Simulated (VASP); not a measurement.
Runs of VASP 6.6.1 on CaSe. Symmetry: F-43m, No. 216, cubic system. The conventional cell has a = 6.600 Å, b = 6.600 Å, c = 6.600 Å, α = 90.00°, β = 90.00°, γ = 90.00°. Se (site symmetry -43m) has 4 Ca at 2.86 Å as nearest neighbours. Ca (site symmetry -43m) is surrounded by 4 Se at 2.86 Å. The cell comes from a database or a generator and needn't be the stable form of this composition.

```csv
task,level,potentials or basis,spin,cell,k mesh,cutoff (eV),smearing,gap on the mesh (eV),pressure (GPa)
single point,LAK,"VASP PAW PBE potentials, release 64 (Se_GW, Ca_sv_GW)","SOC, no magnetisation",as given,5 × 5 × 5,550,tetrahedron,-,-0.3
single point,PBE,"VASP PAW PBE potentials, release 64 (Se_GW, Ca_sv_GW)",off,as given,7 × 7 × 7,550,gaussian 0.02 eV,(a),-0.3
atomic charges,PBEsol+rVV10,"VASP PAW PBE potentials, release 64 (Se, Ca_sv)",off,as given,7 × 7 × 7,520,gaussian 0.05 eV,2.95,-1.5
relaxation of cell and atoms,optPBE-vdW,"VASP PAW PBE potentials, release 64 (Se, Ca_sv)",off,relaxed from: volume scaled by 0.92,7 × 7 × 7,600,tetrahedron,3.16,0.0
```

Question: Fill in the values left out.

Answer: (a) 3.15.

Caveats: the PAW data sets were made with another functional, which shifts forces and pressure a little (some runs); an odd mesh through Γ misses points on the zone boundary, where band edges often lie (some runs).

A k mesh can miss the band edges, and rows without SOC leave out spin-orbit coupling on Se.
